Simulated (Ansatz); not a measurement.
Crystal: ZnSe.

```
Se Zn
1.0
     4.10770    0.00000    0.00000
     0.00000    4.10770    0.00000
     0.00000    0.00000    6.07035
Se Zn
2 2
Direct
  0.50000 0.00000 0.75372
  0.00000 0.50000 0.24628
  0.50000 0.50000 0.00000
  0.00000 0.00000 0.00000
```

Measurements of this composition are mostly on another form, of space group No. 216.

Base run:

```yaml
Program: Ansatz 0.2.0
Functional: HSE06 form with a typed share of exact exchange
Potentials_or_basis: Ansatz PAW
Cutoff: "420 eV (not typed: the program's choice for these potentials)"
k_mesh: 4 × 4 × 3
Occupations: fermi-dirac, width 0.05 eV
Spin: no spin polarisation
```

Its results: band gap on the k mesh 3.16 eV, direct; pressure -1.2 GPa; largest force 0.448 eV/Å.

Problem. After a change of settings the same cell gave: band gap on the k mesh 3.58 eV, direct; pressure -1.5 GPa; largest force 0.554 eV/Å. Which change was it?
A. share of exact exchange from 0.3 to 0.15
B. share of exact exchange from 0.3 to 0.25
C. share of exact exchange from 0.3 to 0.2
D. share of exact exchange from 0.3 to 0.4

Solution. D.

Caveats: odd divisions of the mesh miss points on the zone boundary, where band edges often lie, so the gap on the mesh can be too wide; the PAW data sets come from PBE, with cores solved anew for the run's functional, which leaves a small shift of forces and pressure; the thresholds are loose for stress.
